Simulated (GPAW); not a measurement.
A run of GPAW 26.7.0 is set up as follows.

File run.py:

```python
from ase.dft.bandgap import bandgap
from ase.io import read, write
from ase.units import GPa
from gpaw import GPAW, PW

atoms = read('POSCAR')

calc = GPAW(mode=PW(600),
            xc='MGGA_X_R2SCAN+MGGA_C_R2SCAN',
            kpts={'size': (7, 7, 7), 'gamma': True},
            occupations={'name': 'fermi-dirac', 'width': 0.05},
            nbands=19,
            convergence={'density': 1e-05, 'energy': 1e-05},
            maxiter=150,
            txt='gpaw.txt')
atoms.calc = calc
energy = atoms.get_potential_energy()
forces = atoms.get_forces()
stress = atoms.get_stress()
calc.write('gs.gpw')
write('result.traj', atoms)
print(f'Energy: {energy:.6f} eV')
print('Forces (eV/A):')
print(forces.round(4))
print('Stress (GPa):', (stress / GPa).round(3))
print('Fermi level:', round(calc.get_fermi_level(), 4), 'eV')
print(f'Gap: {bandgap(calc)[0]:.4f} eV, direct: {bandgap(calc, direct=True)[0]:.4f} eV')

path = atoms.cell.bandpath('GXWKGLUWLK,UX', npoints=80, eps=1e-4)
bs_calc = calc.fixed_density(kpts=path, symmetry='off', nbands=32,
                             convergence={'bands': 'CBM+6.0', 'eigenstates': 1e-6}, txt='bands.txt')
bs = bs_calc.band_structure()
bs.write('bs.json')
print(f'Gap on the path: {bandgap(bs_calc)[0]:.4f} eV')
```

Contents of POSCAR:

```
SnTe
1.0
    0.0000000000      3.1508500000      3.1508500000
    3.1508500000      0.0000000000      3.1508500000
    3.1508500000      3.1508500000      0.0000000000
Te Sn
1 1
Direct
    0.5000000000      0.5000000000      0.5000000000
    0.0000000000      0.0000000000      0.0000000000
```

Potentials or basis: GPAW PAW data sets (gpaw-data 1.2.1), pw.

Launch:

```bash
$ OMP_NUM_THREADS=1 python run.py
```

Q: Predict the pressure.

A: 1.3 GPa.

Q: Estimate the band gap along the path.

A: 0.02 eV, direct.

Levels at the corners of the path, in eV from the Fermi level:
```tsv
point	band 6	band 7	band 8	band 9	band 10	band 11	band 12	band 13	band 14	band 15
Γ	-13.56	-4.78	-2.57	-2.57	-2.57	3.37	3.37	3.37	4.92	4.92
X	-11.87	-6.82	-6.05	-4.20	-4.20	2.26	5.05	5.05	6.65	9.26
W	-11.77	-7.82	-5.29	-5.29	-1.10	0.77	4.78	4.78	6.26	6.26
K	-11.83	-7.88	-5.65	-3.68	-3.01	2.98	3.16	4.35	5.75	8.37
Γ	-13.56	-4.78	-2.57	-2.57	-2.57	3.37	3.37	3.37	4.92	4.92
L	-12.20	-8.86	-2.19	-2.19	0.03	0.05	0.20	0.20	8.15	9.11
U	-11.83	-7.88	-5.65	-3.68	-3.01	2.98	3.16	4.35	5.75	8.37
W	-11.77	-7.82	-5.29	-5.29	-1.10	0.77	4.78	4.78	6.26	6.26
L	-12.20	-8.86	-2.19	-2.19	0.03	0.05	0.20	0.20	8.15	9.11
K	-11.83	-7.88	-5.65	-3.68	-3.01	2.98	3.16	4.35	5.75	8.37
U	-11.83	-7.88	-5.65	-3.68	-3.01	2.98	3.16	4.35	5.75	8.37
X	-11.87	-6.82	-6.05	-4.20	-4.20	2.26	5.05	5.05	6.65	9.26
```

Caveat: this odd mesh misses L, where the gap lies, so gap, dielectric constants and Born charges aren't listed; the PAW data sets were made with another functional, which shifts forces and pressure a little; spin-orbit coupling is left out, which moves the levels of the heavy elements.

**Measured values to compare with.**

From a printed reference work, textbook, for a bulk crystal of SnTe at 300 K: band gap 0.18 eV (direct).

Measured gap of SnTe: 0.18 eV (direct; 300 K; a printed reference work, textbook). This calculation gives 0.02 eV (-0.16 eV). Spin-orbit coupling on Sn, Te is left out. The value is that of r2SCAN, without temperature or zero-point motion.
